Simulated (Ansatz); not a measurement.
Runs of Ansatz 0.2.0 on Hf. It takes space group P6_3/mmc (No. 194, hexagonal). Conventional cell: a = 3.197 Å, b = 3.197 Å, c = 5.058 Å, α = 90.00°, β = 90.00°, γ = 120.00°. Around Hf (site symmetry -6m2) lie 12 Hf at 3.13 to 3.20 Å. 

```tsv
task	level	potentials or basis	spin	cell	k mesh	cutoff (eV)	smearing	pressure (GPa)	relaxed volume (Å³/atom)
band structure	RPBE	all-electron LAPW, scalar-relativistic	off	as given	10 × 10 × 5	213	fermi-dirac 0.05 eV	(b)	-
relaxation of cell and atoms	revPBE+D4	all-electron LAPW, scalar-relativistic	off	relaxed	10 × 10 × 5	-	fermi-dirac 0.05 eV	0.0	(a)
single point	PBE	all-electron LAPW, scalar-relativistic	off	as given	10 × 10 × 5	213	gaussian 0.013 eV	0.7	-
band structure	PBEsol	all-electron LAPW, relativistic spinors	SOC, no magnetisation	as given	7 × 7 × 4	213	fermi-dirac 0.05 eV	-3.8	-
relaxation of cell and atoms	RPBE+D4	all-electron LAPW, scalar-relativistic	off	relaxed	10 × 10 × 5	-	fermi-dirac 0.05 eV	0.0	22.62
band structure	LDA	all-electron LAPW, relativistic spinors	SOC, no magnetisation	as given	7 × 7 × 4	214	fermi-dirac 0.05 eV	-7.7	-
```

Alike in all rows: basis error allowed 0.001 eV/atom.

**Question.** Fill in the values left out.

**Answer.** (a) 22.54; (b) 3.5.

Caveats: the k mesh is thin for a metal, which can move the energy by tens of meV per atom (some runs).
